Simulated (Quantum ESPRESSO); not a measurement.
# KI (Fm-3m) in Quantum ESPRESSO: notebook, part 2 of 3

Quantum ESPRESSO 7.5. Earlier steps stand in the parts before.

## (3) Phonons, PBE

File pw.in:

```
&CONTROL
  calculation = 'scf'
  prefix = 'pwscf'
  outdir = './tmp'
  pseudo_dir = './pseudo'
  tprnfor = .true.
  tstress = .true.
  disk_io = 'low'
/
&SYSTEM
  ibrav = 0
  A = 4.99609832
  nat = 2
  ntyp = 2
  ecutwfc = 45
  ecutrho = 360
  nbnd = 14
  occupations = 'smearing'
  smearing = 'fd'
  degauss = 0.00367493
/
&ELECTRONS
  conv_thr = 4d-10
  electron_maxstep = 120
  mixing_beta = 0.5
/
ATOMIC_SPECIES
I    126.9045 i_pbe_v1.uspp.F.UPF
K     39.0983 k_pbe_v1.4.uspp.F.UPF
CELL_PARAMETERS alat
   0.0000000000    0.7071067809    0.7071067809
   0.7071067809    0.0000000000    0.7071067809
   0.7071067809    0.7071067809    0.0000000000
ATOMIC_POSITIONS alat
I      0.7071067809    0.7071067809    0.7071067809
K      0.0000000000    0.0000000000    0.0000000000
K_POINTS automatic
4 4 4 1 1 1
```

File scf2.in:

```
&CONTROL
  calculation = 'scf'
  prefix = 'pwscf'
  outdir = './tmp'
  pseudo_dir = './pseudo'
  tprnfor = .true.
  tstress = .true.
  disk_io = 'low'
/
&SYSTEM
  ibrav = 0
  A = 4.99609832
  nat = 2
  ntyp = 2
  ecutwfc = 45
  ecutrho = 360
  nbnd = 14
  occupations = 'fixed'
/
&ELECTRONS
  conv_thr = 1d-13
  electron_maxstep = 120
  mixing_beta = 0.5
  startingpot = 'file'
  startingwfc = 'file'
/
ATOMIC_SPECIES
I    126.9045 i_pbe_v1.uspp.F.UPF
K     39.0983 k_pbe_v1.4.uspp.F.UPF
CELL_PARAMETERS alat
   0.0000000000    0.7071067809    0.7071067809
   0.7071067809    0.0000000000    0.7071067809
   0.7071067809    0.7071067809    0.0000000000
ATOMIC_POSITIONS alat
I      0.7071067809    0.7071067809    0.7071067809
K      0.0000000000    0.0000000000    0.0000000000
K_POINTS automatic
4 4 4 1 1 1
```

File ph.in:

```
phonons of KI
&INPUTPH
  prefix = 'pwscf'
  outdir = './tmp'
  tr2_ph = 1d-18
  fildyn = 'dyn'
  niter_ph = 90
  alpha_mix(1) = 0.7
  epsil = .true.
/
0.0000000000 0.0000000000 0.0000000000
```

File dynmat.in:

```
&INPUT
  fildyn = 'dyn'
  asr = 'crystal'
  lperm = .true.
  filout = 'dynmat.disp'
  fileig = 'dynmat.eig'
/
```

File dynmat_lo.in:

```
&INPUT
  fildyn = 'dyn'
  asr = 'crystal'
  filout = 'dynmat_lo.disp'
  fileig = 'dynmat_lo.eig'
  q(1) = 0
  q(2) = 0
  q(3) = 1
/
```

Potentials or basis: GBRV 1.5 PBE.

On the command line:

```bash
$ OMP_NUM_THREADS=1 mpirun -n 4 pw.x -nk 2 -in pw.in > pw.out
$ OMP_NUM_THREADS=1 mpirun -n 4 pw.x -nk 2 -in scf2.in > scf2.out
$ OMP_NUM_THREADS=1 mpirun -n 4 ph.x -nk 2 -in ph.in > ph.out
$ OMP_NUM_THREADS=1 mpirun -n 1 dynmat.x -in dynmat.in > dynmat.out
$ OMP_NUM_THREADS=1 mpirun -n 1 dynmat.x -in dynmat_lo.in > dynmat_lo.out
```

pw.out:

```text
This program is part of the open-source Quantum ESPRESSO suite
     for quantum simulation of materials; please cite
[... 6 lines left out ...]
     using ibrav=0 with symmetry is DISCOURAGED, use correct ibrav instead

     K-points division:     npool     =       2
     Subspace diagonalization in iterative solution of the eigenvalue problem:
     a serial algorithm will be used

     --------------------
     sticks:   dense  smooth     PW     G-vecs:    dense   smooth      PW
     Min        1110     555    156                34435    12154    1917
     Max        1111     556    157                34438    12155    1922
     Sum        2221    1111    313                68873    24309    3839

     Using Slab Decomposition

     bravais-lattice index     =            0
     lattice parameter (alat)  =       9.4413  a.u.
     unit-cell volume          =     595.0789 (a.u.)^3
     number of atoms/cell      =            2
     number of atomic types    =            2
     number of electrons       =        16.00
     number of Kohn-Sham states=           14
     kinetic-energy cutoff     =      45.0000  Ry
     charge density cutoff     =     360.0000  Ry
     scf convergence threshold =      4.0E-10
     mixing beta               =       0.5000
     number of iterations used =            8  plain     mixing
     Exchange-correlation=  SLA  PW   PBX  PBC
                           (   1   4   3   4   0   0   0)

     celldm(1)=   9.441258  celldm(2)=   0.000000  celldm(3)=   0.000000
     celldm(4)=   0.000000  celldm(5)=   0.000000  celldm(6)=   0.000000

     crystal axes: (cart. coord. in units of alat)
               a(1) = (   0.000000   0.707107   0.707107 )
               a(2) = (   0.707107   0.000000   0.707107 )
               a(3) = (   0.707107   0.707107   0.000000 )

     reciprocal axes: (cart. coord. in units 2 pi/alat)
               b(1) = ( -0.707107  0.707107  0.707107 )
               b(2) = (  0.707107 -0.707107  0.707107 )
               b(3) = (  0.707107  0.707107 -0.707107 )

     PseudoPot. # 1 for I  read from file:
     i_pbe_v1.uspp.F.UPF
     Pseudo is Ultrasoft + core correction, Zval =  7.0
     Generated by new atomic code, or converted to UPF format
     Using radial grid of  893 points,  6 beta functions with:
                l(1) =   0
                l(2) =   0
                l(3) =   1
                l(4) =   1
                l(5) =   2
                l(6) =   2
     Q(r) pseudized with  8 coefficients,  rinner =    1.500   1.500   1.500
                                                       1.500   1.500

     PseudoPot. # 2 for K  read from file:
     k_pbe_v1.4.uspp.F.UPF
     Pseudo is Ultrasoft + core correction, Zval =  9.0
     Generated by new atomic code, or converted to UPF format
[... 30 lines left out ...]
        k(    7) = (   0.0883883  -0.2651650   0.4419417), wk =   0.3750000
        k(    8) = (  -0.6187184   0.0883883   0.0883883), wk =   0.1875000
        k(    9) = (   0.2651650   0.2651650   0.2651650), wk =   0.0625000
        k(   10) = (  -0.2651650  -0.2651650   0.7954951), wk =   0.1875000

     Dense  grid:    68873 G-vectors     FFT dimensions: (  60,  60,  60)

     Smooth grid:    24309 G-vectors     FFT dimensions: (  45,  45,  45)

     Check: negative core charge=   -0.000001

     Initial potential from superposition of free atoms

     starting charge      15.4965, renormalised to      16.0000
     Starting wfcs are   12 randomized atomic wfcs +    2 random wfcs

     Self-consistent Calculation

     iteration #  1     ecut=    45.00 Ry     beta= 0.50
     Davidson diagonalization with overlap
     ethr =  1.00E-02,  avg # of iterations =  9.8

     Threshold (ethr) on eigenvalues was too large:
     Diagonalizing with lowered threshold

     Davidson diagonalization with overlap
     ethr =  5.63E-04,  avg # of iterations =  3.4

     total energy              =    -122.84570166 Ry
     estimated scf accuracy    <       0.08647592 Ry
[... 57 lines left out ...]
     iteration # 10     ecut=    45.00 Ry     beta= 0.50
     Davidson diagonalization with overlap
     ethr =  4.00E-12,  avg # of iterations =  2.0

     End of self-consistent calculation

          k = 0.0884 0.0884 0.0884 (  3032 PWs)   bands (ev):

   -27.1463 -10.6552 -10.6313 -10.6313  -9.1033   1.1004   1.3035   1.3035
     5.7025   7.7907   8.0322   8.0322   8.7634   8.7634

          k = 0.2652 0.2652-0.0884 (  3024 PWs)   bands (ev):

   -27.1452 -10.7255 -10.6401 -10.6311  -8.9609   0.4308   1.0664   1.1101
     6.8339   7.8528   8.6281   8.8244   9.6355   9.7645

          k =-0.2652-0.2652 0.4419 (  3039 PWs)   bands (ev):
[... 16 lines left out ...]
   -27.1440 -10.7000 -10.6595 -10.6486  -8.9415   0.4521   0.7052   0.9059
     7.2411   8.0602   8.4273   9.7187   9.9774  10.6877

          k = 0.0884-0.2652 0.4419 (  3036 PWs)   bands (ev):

   -27.1445 -10.7306 -10.6476 -10.6372  -8.9262   0.3100   0.8889   1.0058
     7.2626   7.9079   8.6513   9.5782   9.9100  10.1208

          k =-0.6187 0.0884 0.0884 (  3034 PWs)   bands (ev):

   -27.1440 -10.6827 -10.6565 -10.6469  -8.9824   0.3880   0.8881   0.9951
     6.5360   7.3893   9.3768   9.5265  10.2908  10.7688

          k = 0.2652 0.2652 0.2652 (  3019 PWs)   bands (ev):
[... 6 lines left out ...]
   -27.1442 -10.7305 -10.6551 -10.6375  -8.9120   0.3143   0.7308   0.9886
     7.4400   8.2957   8.6214   9.7031   9.7372  10.2663

     the Fermi energy is     3.9722 ev

!    total energy              =    -122.86143936 Ry
     estimated scf accuracy    <          5.5E-11 Ry
     smearing contrib. (-TS)   =      -0.00000000 Ry
     internal energy E=F+TS    =    -122.86143936 Ry

     The total energy is F=E-TS. E is the sum of the following terms:
     one-electron contribution =     -29.69821367 Ry
     hartree contribution      =      19.29211559 Ry
     xc contribution           =     -57.53166569 Ry
     ewald contribution        =     -54.92367559 Ry

     convergence has been achieved in  10 iterations

     Forces acting on atoms (cartesian axes, Ry/au):

     atom    1 type  1   force =    -0.00000000   -0.00000000    0.00000000
     atom    2 type  2   force =    -0.00000000   -0.00000000    0.00000000

     Total force =     0.000000     Total SCF correction =     0.000000

     Computing stress (Cartesian axis) and pressure

          total   stress  (Ry/bohr**3)                   (kbar)     P=        4.69
   0.00003191  -0.00000000  -0.00000000            4.69       -0.00       -0.00
  -0.00000000   0.00003191  -0.00000000           -0.00        4.69       -0.00
  -0.00000000  -0.00000000   0.00003191           -0.00       -0.00        4.69

=------------------------------------------------------------------------------=
   JOB DONE.
=------------------------------------------------------------------------------=
```

scf2.out:

```text
This program is part of the open-source Quantum ESPRESSO suite
     for quantum simulation of materials; please cite
[... 6 lines left out ...]
     using ibrav=0 with symmetry is DISCOURAGED, use correct ibrav instead

     K-points division:     npool     =       2
[... 203 lines left out ...]
   0.00003193   0.00000000   0.00000000            4.70        0.00        0.00
   0.00000000   0.00003193  -0.00000000            0.00        4.70       -0.00
  -0.00000000  -0.00000000   0.00003193           -0.00       -0.00        4.70

=------------------------------------------------------------------------------=
   JOB DONE.
=------------------------------------------------------------------------------=
```

ph.out:

```text
This program is part of the open-source Quantum ESPRESSO suite
     for quantum simulation of materials; please cite
         "P. Giannozzi et al., J. Phys.:Condens. Matter 21 395502 (2009);
         "P. Giannozzi et al., J. Phys.:Condens. Matter 29 465901 (2017);
         "P. Giannozzi et al., J. Chem. Phys. 152 154105 (2020);
     in publications or presentations arising from this work. More details at

[... 303 lines left out ...]

     INITIALIZATION:

     DIELECTRIC CONSTANT AND EFFECTIVE CHARGES:

     DYNAMICAL MATRIX:

      Additional routines

=------------------------------------------------------------------------------=
   JOB DONE.
=------------------------------------------------------------------------------=
```

It took 2.1 min on 4 MPI ranks of Arm Neoverse V1, shared host; peak memory 0.48 GiB.

What came out:

```
Free energy                                             : -1671.6150 eV
Pressure after relaxing                                 : 0.5 GPa
Electronic dielectric tensor (diagonal)                 : 2.87
Born charges (mean of the diagonal)                     : I -1.14; K +1.14 e
Highest phonon frequency at Γ, LO-TO splitting left out : 99 cm⁻¹
Static dielectric tensor (diagonal)                     : 5.33
```

Phonon frequencies in cm⁻¹ (negative: imaginary):
```csv
q point,frequencies
"(0.000, 0.000, 0.000)",-2 -2 -2 99 99 99
```

Electronic dielectric tensor:
```
2.87 0.00 0.00
0.00 2.87 0.00
0.00 0.00 2.87
```

Born effective charge tensors (e):
atom 1, I
```
-1.14  0.00  0.00
 0.00 -1.14  0.00
 0.00  0.00 -1.14
```
atom 2, K
```
1.14 0.00 0.00
0.00 1.14 0.00
0.00 0.00 1.14
```

Optical modes at Γ, degenerate ones joined, polar ones without the macroscopic field:
```tsv
cm⁻¹	components	symmetry	active in	IR intensity, summed ((D/Å)²/amu)
99	3	T1u	IR	3.00
```

Zone-centre frequencies without and with the macroscopic field along z (cm⁻¹):
```
                optical modes in rising order
       without                       99 99 99
with the field                      99 99 135
```

Static dielectric tensor, electrons and zone-centre modes:
```
5.33 0.00 0.00
0.00 5.33 0.00
0.00 0.00 5.33
```

## (4) Phonons, PBE

Edit pw.in of step 3 so:

```diff
@@ -14,4 +14,3 @@
   ntyp = 2
-  ecutwfc = 45
-  ecutrho = 360
+  ecutwfc = 67
   nbnd = 14
@@ -27,4 +26,4 @@
 ATOMIC_SPECIES
-I    126.9045 i_pbe_v1.uspp.F.UPF
-K     39.0983 k_pbe_v1.4.uspp.F.UPF
+I    126.9045 53_I_7_2.3_2.5_pbe_n_v1.0.upf
+K     39.0983 19_K_9_2.2_2.7_pbe_n_v1.0.upf
 CELL_PARAMETERS alat
```

Edit scf2.in of step 3 so:

```diff
@@ -14,4 +14,3 @@
   ntyp = 2
-  ecutwfc = 45
-  ecutrho = 360
+  ecutwfc = 67
   nbnd = 14
@@ -27,4 +26,4 @@
 ATOMIC_SPECIES
-I    126.9045 i_pbe_v1.uspp.F.UPF
-K     39.0983 k_pbe_v1.4.uspp.F.UPF
+I    126.9045 53_I_7_2.3_2.5_pbe_n_v1.0.upf
+K     39.0983 19_K_9_2.2_2.7_pbe_n_v1.0.upf
 CELL_PARAMETERS alat
```

ph.in is that of step 3.

dynmat.in is that of step 3.

dynmat_lo.in is that of step 3.

Potentials or basis: SPMS 1.0 PBE.

On the command line:

```bash
$ OMP_NUM_THREADS=1 mpirun -n 4 pw.x -nk 2 -in pw.in > pw.out
$ OMP_NUM_THREADS=1 mpirun -n 4 pw.x -nk 2 -in scf2.in > scf2.out
$ OMP_NUM_THREADS=1 mpirun -n 4 ph.x -nk 2 -in ph.in > ph.out
$ OMP_NUM_THREADS=1 mpirun -n 1 dynmat.x -in dynmat.in > dynmat.out
$ OMP_NUM_THREADS=1 mpirun -n 1 dynmat.x -in dynmat_lo.in > dynmat_lo.out
```

pw.out:

```text
This program is part of the open-source Quantum ESPRESSO suite
     for quantum simulation of materials; please cite
[... 6 lines left out ...]
     using ibrav=0 with symmetry is DISCOURAGED, use correct ibrav instead

     K-points division:     npool     =       2
     Subspace diagonalization in iterative solution of the eigenvalue problem:
     a serial algorithm will be used

     --------------------
     sticks:   dense  smooth     PW     G-vecs:    dense   smooth      PW
     Min         825     825    237                22019    22019    3426
     Max         826     826    238                22020    22020    3429
     Sum        1651    1651    475                44039    44039    6855

     Using Slab Decomposition

     bravais-lattice index     =            0
     lattice parameter (alat)  =       9.4413  a.u.
     unit-cell volume          =     595.0789 (a.u.)^3
     number of atoms/cell      =            2
     number of atomic types    =            2
     number of electrons       =        16.00
     number of Kohn-Sham states=           14
     kinetic-energy cutoff     =      67.0000  Ry
     charge density cutoff     =     268.0000  Ry
     scf convergence threshold =      4.0E-10
     mixing beta               =       0.5000
     number of iterations used =            8  plain     mixing
     Exchange-correlation= PBE
                           (   1   4   3   4   0   0   0)

     celldm(1)=   9.441258  celldm(2)=   0.000000  celldm(3)=   0.000000
     celldm(4)=   0.000000  celldm(5)=   0.000000  celldm(6)=   0.000000

     crystal axes: (cart. coord. in units of alat)
               a(1) = (   0.000000   0.707107   0.707107 )
               a(2) = (   0.707107   0.000000   0.707107 )
[... 132 lines left out ...]

          k = 0.0884 0.0884 0.0884 (  5537 PWs)   bands (ev):

   -27.1176 -10.6283 -10.6045 -10.6045  -9.0712   1.1336   1.3367   1.3367
     5.7334   7.8227   8.0632   8.0632   8.7919   8.7919

          k = 0.2652 0.2652-0.0884 (  5497 PWs)   bands (ev):

   -27.1164 -10.6983 -10.6134 -10.6045  -8.9292   0.4640   1.0994   1.1432
     6.8654   7.8860   8.6612   8.8573   9.6652   9.7968

          k =-0.2652-0.2652 0.4419 (  5517 PWs)   bands (ev):
[... 16 lines left out ...]
   -27.1153 -10.6730 -10.6326 -10.6219  -8.9097   0.4851   0.7382   0.9390
     7.2742   8.0949   8.4612   9.7469  10.0087  10.7087

          k = 0.0884-0.2652 0.4419 (  5508 PWs)   bands (ev):

   -27.1158 -10.7034 -10.6209 -10.6106  -8.8945   0.3432   0.9218   1.0389
     7.2953   7.9403   8.6877   9.6118   9.9434  10.1498

          k =-0.6187 0.0884 0.0884 (  5507 PWs)   bands (ev):

   -27.1153 -10.6558 -10.6297 -10.6202  -8.9504   0.4209   0.9211   1.0282
     6.5680   7.4235   9.4095   9.5530  10.3126  10.7863

          k = 0.2652 0.2652 0.2652 (  5528 PWs)   bands (ev):
[... 6 lines left out ...]
   -27.1155 -10.7032 -10.6283 -10.6109  -8.8803   0.3474   0.7638   1.0216
     7.4733   8.3308   8.6544   9.7366   9.7691  10.3018

     the Fermi energy is     3.9918 ev

!    total energy              =     -85.85000642 Ry
     estimated scf accuracy    <          1.7E-10 Ry
     smearing contrib. (-TS)   =      -0.00000000 Ry
     internal energy E=F+TS    =     -85.85000642 Ry

     The total energy is F=E-TS. E is the sum of the following terms:
     one-electron contribution =     -29.27614552 Ry
     hartree contribution      =      18.94514874 Ry
     xc contribution           =     -20.59533405 Ry
     ewald contribution        =     -54.92367560 Ry

     convergence has been achieved in   9 iterations

     Forces acting on atoms (cartesian axes, Ry/au):

     atom    1 type  1   force =    -0.00000000    0.00000000   -0.00000000
     atom    2 type  2   force =     0.00000000   -0.00000000    0.00000000

     Total force =     0.000000     Total SCF correction =     0.000000

     Computing stress (Cartesian axis) and pressure

          total   stress  (Ry/bohr**3)                   (kbar)     P=        5.79
   0.00003939   0.00000000   0.00000000            5.79        0.00        0.00
   0.00000000   0.00003939   0.00000000            0.00        5.79        0.00
   0.00000000   0.00000000   0.00003939            0.00        0.00        5.79

=------------------------------------------------------------------------------=
   JOB DONE.
=------------------------------------------------------------------------------=
```

scf2.out:

```text
This program is part of the open-source Quantum ESPRESSO suite
     for quantum simulation of materials; please cite
[... 6 lines left out ...]
     using ibrav=0 with symmetry is DISCOURAGED, use correct ibrav instead

     K-points division:     npool     =       2
[... 195 lines left out ...]
   0.00003934  -0.00000000  -0.00000000            5.79       -0.00       -0.00
  -0.00000000   0.00003934  -0.00000000           -0.00        5.79       -0.00
  -0.00000000  -0.00000000   0.00003934           -0.00       -0.00        5.79

=------------------------------------------------------------------------------=
   JOB DONE.
=------------------------------------------------------------------------------=
```

ph.out:

```text
This program is part of the open-source Quantum ESPRESSO suite
     for quantum simulation of materials; please cite
         "P. Giannozzi et al., J. Phys.:Condens. Matter 21 395502 (2009);
         "P. Giannozzi et al., J. Phys.:Condens. Matter 29 465901 (2017);
         "P. Giannozzi et al., J. Chem. Phys. 152 154105 (2020);
     in publications or presentations arising from this work. More details at

[... 302 lines left out ...]

     INITIALIZATION:

     DIELECTRIC CONSTANT AND EFFECTIVE CHARGES:

     DYNAMICAL MATRIX:

      Additional routines

=------------------------------------------------------------------------------=
   JOB DONE.
=------------------------------------------------------------------------------=
```

It took 1.7 min on 4 MPI ranks of Arm Neoverse V1, shared host; peak memory 0.36 GiB.

Results:

* Free energy: -1168.0488 eV
* Pressure after relaxing: 0.6 GPa
* Electronic dielectric tensor (diagonal): 2.88
* Born charges (mean of the diagonal): I -1.14; K +1.14 e
* Highest phonon frequency at Γ, LO-TO splitting left out: 99 cm⁻¹
* Static dielectric tensor (diagonal): 5.37

Phonon frequencies in cm⁻¹ (negative: imaginary):
| q point | frequencies |
| --- | --- |
| (0.000, 0.000, 0.000) | -1 -1 -1 99 99 99 |

Electronic dielectric tensor:
```
2.88 0.00 0.00
0.00 2.88 0.00
0.00 0.00 2.88
```

Born effective charge tensors (e):
atom 1, I
```
-1.14  0.00  0.00
 0.00 -1.14  0.00
 0.00  0.00 -1.14
```
atom 2, K
```
1.14 0.00 0.00
0.00 1.14 0.00
0.00 0.00 1.14
```

Optical modes at Γ, degenerate ones joined, polar ones without the macroscopic field:
```csv
cm⁻¹,components,symmetry,active in,"IR intensity, summed ((D/Å)²/amu)"
99,3,T1u,IR,3.03
```

Zone-centre frequencies without and with the macroscopic field along z (cm⁻¹):
```tsv
	optical modes in rising order
without	99 99 99
with the field	99 99 135
```

Static dielectric tensor, electrons and zone-centre modes:
```
5.37 0.00 0.00
0.00 5.37 0.00
0.00 0.00 5.37
```

The run has no spin-orbit coupling, so splittings on I are missing.

[end of part 2 of 3]
